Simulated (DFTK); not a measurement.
A run of DFTK 0.8.2 is set up as follows.

run.jl

```julia
using DFTK
using PseudoPotentialData
using Unitful, UnitfulAtomic
using LinearAlgebra, Printf
include("save.jl")
disable_threading()

# lattice vectors are the columns
lattice = austrip(1u"Å") * [  3.6913825498  -1.8456912749            0.0;
                      0.0   3.1968310632            0.0;
                      0.0            0.0     6.04107701]
symbols   = [:Zr, :S, :S]
positions = [[0.0, 0.0, 0.0],
             [0.3333333333, 0.6666666667, 0.23790997],
             [0.6666666667, 0.3333333333, 0.76209003]]
pseudopotentials = Dict(:S => "S.upf", :Zr => "Zr.upf")
elements = Dict(s => ElementPsp(s, pseudopotentials; rcut=10.0) for s in unique(symbols))
atoms    = [elements[s] for s in symbols]

build_model(lattice, positions; symmetries=true) =
    model_DFT(lattice, atoms, positions;
              functionals=PBEsol(),
              temperature=austrip(0.05u"eV"),
              smearing=Smearing.FermiDirac(),
              symmetries)
Ecut  = 45.0  # hartree
kgrid = [6, 6, 4]
tol   = 1e-6
to_GPa = ustrip(uconvert(u"GPa", 1u"hartree/bohr^3"))

model = build_model(lattice, positions)
basis = PlaneWaveBasis(model; Ecut, kgrid)
display(basis)
scfres = self_consistent_field(basis;
                               tol,
                               nbandsalg=AdaptiveBands(model; n_bands_converge=17))
display(scfres.energies)
@printf "Fermi level: %.6f eV\n" ustrip(auconvert(u"eV", something(scfres.εF, NaN)))
forces = compute_forces_cart(scfres)
println("Forces (eV/Å)")
for (s, f) in zip(symbols, forces)
    @printf "%-3s %12.6f %12.6f %12.6f\n" s ustrip.(auconvert.(u"eV/Å", f))...
end
stress = compute_stresses_cart(scfres)
println("Stress (GPa)")
display(round.(stress * to_GPa; digits=4))
println("Levels at the first k-point (eV): ", round.(ustrip.(auconvert.(u"eV", scfres.eigenvalues[1][1:scfres.n_bands_converge])); digits=4))
save_scf!(scfres; forces, stress)

points = Dict("G" => [0.0, 0.0, 0.0], "A" => [0.0, 0.0, 0.5], "H" => [0.3333333333, 0.3333333333, 0.5], "K" => [0.3333333333, 0.3333333333, 0.0], "L" => [0.5, 0.0, 0.5], "M" => [0.5, 0.0, 0.0])
segments = [("G", "M", 6), ("M", "K", 4), ("K", "G", 7), ("G", "A", 3), ("A", "L", 6), ("L", "H", 4), ("H", "A", 7), ("L", "M", 3), ("K", "H", 3)]
kcoords = vcat([[points[a] + t * (points[b] - points[a]) for t in range(0, 1, n)] for (a, b, n) in segments]...)
bands = compute_bands(scfres, ExplicitKpoints(kcoords); n_bands=19, tol=1e-5)
for (k, ε) in zip(bands.basis.kpoints, bands.eigenvalues)
    @printf "%d %8.4f %8.4f %8.4f " k.spin k.coordinate...
    println(join([@sprintf("%9.4f", e) for e in ustrip.(auconvert.(u"eV", ε .- scfres.εF))]))
end
results["band_energies"] = rows(bands.eigenvalues); results["band_kpoints"] = rows(kcoords)
```

Potentials or basis: SG15 1.2 (PBE).

Launch:

```bash
$ julia --threads=1 run.jl  # save.jl only writes the numbers to a file and isn't shown; printed stress counts tension as positive; times include loading and compiling
```

(1) Estimate the band gap on the k mesh.

(2) Predict the band gap along the path.

(3) What does it give for the pressure?

(4) Estimate the largest force.

## Answers

(1) 1.00 eV, indirect (least direct gap 1.58 eV).

(2) 0.95 eV, indirect (least direct gap 1.58 eV).

(3) -1.9 GPa.

(4) 0.078 eV/Å.

Caveat: the potentials were made for another functional, which shifts forces and pressure; this functional lacks dispersion, which binds the layers, so the pressure and a relaxed spacing across them are unreliable.

**Measured values to compare with.**

From “Stress-Tuned Optical Transitions in Layered 1T-MX2 (M= Hf, Zr, Sn; X= S, Se) Crystals”, 2022, arxiv:2210.12074, for a bulk crystal of ZrS2: band gap 1.68 eV (indirect).

Against the measured gap of ZrS2, 1.68 eV (indirect; quoted in “Stress-Tuned Optical Transitions in Layered 1T-MX2 (M= Hf, Zr, Sn; X= S, Se) Crystals”, 2022, arxiv:2210.12074), the calculated 0.95 eV is off by -0.73 eV. Spin-orbit coupling on Zr is left out. The value is that of PBEsol, without temperature or zero-point motion. Semilocal functionals fall short of measured gaps as a rule. The cell is a database's relaxed one, not the measured one, which moves gaps too.
